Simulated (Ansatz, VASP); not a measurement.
**One calculation of Sn3Te, two programs**

The input INCAR:

```
SYSTEM = Sn3Te
  PREC = Accurate
  ENCUT = 520
  EDIFF = 1E-6
  ISMEAR = -1
  SIGMA = 0.05
  LREAL = .False.
  LASPH = .True.
  NELM = 80
  ALGO = Normal
  ISIF = 2
  LWAVE = .False.
  LCHARG = .False.
  GGA = CA
  NBANDS = 32
```

The input KPOINTS:

```
regular mesh
0
Gamma
  6 6 6
  0 0 0
```

POSCAR

```
Sn3Te
1.0
    4.8978456013      0.0000000000      0.0000000000
    0.0000000000      4.8978456013      0.0000000000
    0.0000000000      0.0000000000      4.8978456013
Te Sn
1 3
Direct
    0.0000000000      0.0000000000      0.0000000000
    0.0000000000      0.5000000000      0.5000000000
    0.5000000000      0.0000000000      0.5000000000
    0.5000000000      0.5000000000      0.0000000000
```

input.yaml

```yaml
crystal:
  lattice:
    - [4.8978456013, 0.0, 0.0]
    - [0.0, 4.8978456013, 0.0]
    - [0.0, 0.0, 4.8978456013]
  atoms:
    - { symbol: Te, position: [0.0, 0.0, 0.0] }
    - { symbol: Sn, position: [0.0, 0.5, 0.5] }
    - { symbol: Sn, position: [0.5, 0.0, 0.5] }
    - { symbol: Sn, position: [0.5, 0.5, 0.0] }
kpoints:
  mp_grid: { grid: [6, 6, 6] }
scf:
  occupations: { method: fermi_dirac, width: 0.05 }
hamiltonian:
  xc: lda
  pseudopotentials: { kind: all_electron, lapw: { basis_error: 0.002 } }
output:
  forces: true
  stress: true
  eigenvalues: true
```

Change from the starting cell: volume scaled by 1.02.

Alike in both runs: task single point; functional LDA; k mesh 6 × 6 × 6; occupations fermi-dirac, width 0.05 eV; no spin polarisation.

|  | VASP | Ansatz |
| --- | --- | --- |
| version | VASP 6.6.1 | Ansatz 0.2.0 |
| potentials or method | VASP PAW LDA potentials, release 64 (Te, Sn_d) | all-electron LAPW, scalar-relativistic |
| plane-wave cutoff (eV) | 520 | see its input |

|  | VASP | Ansatz | Ansatz less VASP |
| --- | --- | --- | --- |
| gap on the k mesh at the Fermi level (eV) | none | none | - |
| pressure (GPa) | -4.2 | -4.2 | +0.01 |

A gap of «none» marks a metal or a gap that the smearing closes. Ansatz ran all-electron here, so the differences hold the error of VASP's frozen core and of both bases.

The runs have no spin-orbit coupling, so splittings on Te are missing.
